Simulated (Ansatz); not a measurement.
Crystal: HgTe (Coloradoite).

```
CELL_PARAMETERS angstrom
0.00000 3.21450 3.21450
3.21450 0.00000 3.21450
3.21450 3.21450 0.00000
ATOMIC_POSITIONS crystal
Hg 0.00000 0.00000 0.00000
Te 0.75000 0.75000 0.75000
```

Base run:

```yaml
Program: Ansatz 0.2.0
Functional: PBEsol
Potentials_or_basis: all-electron LAPW, non-relativistic
Cutoff: 262 eV
Density_cutoff: 1049 eV
Basis_error_allowed: 0.001 eV/atom
k_mesh: 7 × 7 × 7
Occupations: fermi-dirac, width 0.05 eV
Spin: no spin polarisation
```

Its results: band gap on the k mesh 1.64 eV, direct; pressure 7.7 GPa.

Question: The run is repeated on the same cell with these changes: potentials or basis from all-electron LAPW, non-relativistic to all-electron PAW datasets made for the crystal. What comes out?

Answer: Band gap on the k mesh none (metal or under the smearing width); pressure 1.8 GPa.

Caveats: relativity is left out, which matters for the heavier elements (some runs); spin-orbit coupling is left out, which moves the levels of the heavy elements (some runs); the program warned that the printed levels may be off, so bands, gaps and densities of states are rough (some runs).

Not every run made on this cell is shown here.
